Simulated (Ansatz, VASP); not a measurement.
## One calculation of HfN (HfN (100), 2 layers), two programs

```
Hf N
1.0
     3.21598    0.00000    0.00000
     0.00000    3.21598    0.00000
     0.00000    0.00000   18.27400
Hf N
2 2
Cartesian
  0.0000 0.0000 8.0751
  1.6080 1.6080 10.1989
  1.6080 1.6080 7.9573
  0.0000 0.0000 10.3167
```

Alike in both runs: functional PBE; k mesh 11 × 11 × 1; occupations fermi-dirac, width 0.08 eV; no spin polarisation.

Ansatz relaxed the structure, and its values are those at the end. VASP's run is a single point on that final structure, the one shown.

```csv
,VASP,Ansatz
version,VASP 6.6.1,Ansatz 0.2.0
potentials or method,"VASP PAW PBE potentials, release 64 (Hf_pv, N)","PAW with Ansatz's default frozen-core files, scalar-relativistic"
plane-wave cutoff (eV),520,420
valence electrons in the cell,30,62
```

Ansatz gave:

| Quantity | Value |
| --- | --- |
| rms of the force components (eV/Å) | 0.003 |

Problem. What did VASP give for the same quantities?

Solution. rms of the force components (eV/Å): 0.043.

The two sets of potentials don't hold the same shells in valence. Ansatz warned: «stress_scf_threshold_loose».

The runs have no spin-orbit coupling, so splittings on Hf are missing.
